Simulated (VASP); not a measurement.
Runs of VASP 6.6.1 on B. The structure is trigonal, space group R-3m (No. 166). The conventional cell has a = 4.908 Å, b = 4.908 Å, c = 12.567 Å, α = 90.00°, β = 90.00°, γ = 120.00°. B (site symmetry m) is surrounded by 6 B at 1.71 to 1.79 Å. B (site symmetry m) has 7 B at 1.78 to 2.02 Å as nearest neighbours. 

| task | spin | cell | k mesh | cutoff (eV) | gap on the mesh (eV) | pressure (GPa) | largest force (eV/Å) |
| --- | --- | --- | --- | --- | --- | --- | --- |
| relaxation of cell and atoms | off | relaxed | 4 × 4 × 4 | 600 | 1.44 | 0.0 | 0.01 |
| single point | off | R-3m, 7.37 Å³/atom | 7 × 7 × 7 | 520 | (a) | 0.0 | 0.02 |
| single point | off | R-3m, 7.37 Å³/atom | 4 × 4 × 4 | 520 | 1.45 | 0.0 | 0.01 |
| single point | non-collinear, zero start, SOC | R-3m, 7.37 Å³/atom | 6 × 6 × 6 | 520 | - | 0.0 | 0.02 |

Alike in all rows: level RPBE; potentials or basis VASP PAW PBE potentials, release 64 (B); smearing fermi-dirac 0.05 eV.

Question: Estimate the missing entries.

Answer: (a) 1.43.

Caveats: the PAW data sets were made with another functional, which shifts forces and pressure a little; an odd mesh through Γ misses points on the zone boundary, where band edges often lie (some runs).
